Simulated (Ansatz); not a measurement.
# TiAl in Ansatz: the effect of functional

Crystal: TiAl.

```
CELL_PARAMETERS angstrom
3.17906 0.00000 0.00000
0.00000 3.17906 0.00000
0.00000 0.00000 3.17906
ATOMIC_POSITIONS crystal
Ti 0.00000 0.00000 0.00000
Al 0.50000 0.50000 0.50000
```

The cell comes from a database or a generator and needn't be the stable form of this composition.

Alike in all runs:

| Quantity | Value |
| --- | --- |
| Program | Ansatz 0.2.0 |
| Task | equation of state |
| Potentials or basis | Ansatz PAW |
| k mesh | 8 × 8 × 8 |
| Occupations | fermi-dirac, width 0.05 eV |
| Spin | no spin polarisation |

Task: One run gave: V0 of scaled cells 15.73 Å³/atom; B0 119 GPa. Which functional did it use?
A. r2SCAN
B. LDA
C. PBEsol

Result: C.

```csv
functional,cutoff,V0 of scaled cells (Å³/atom),B0 (GPa)
LDA,420 eV,15.26,126
PBEsol,420 eV,15.73,119
r2SCAN,500 eV,15.97,120
```

Caveats: the PAW data sets come from PBE, with cores solved anew for the run's functional, which leaves a small shift of forces and pressure.

Not every run made on this cell is shown here.
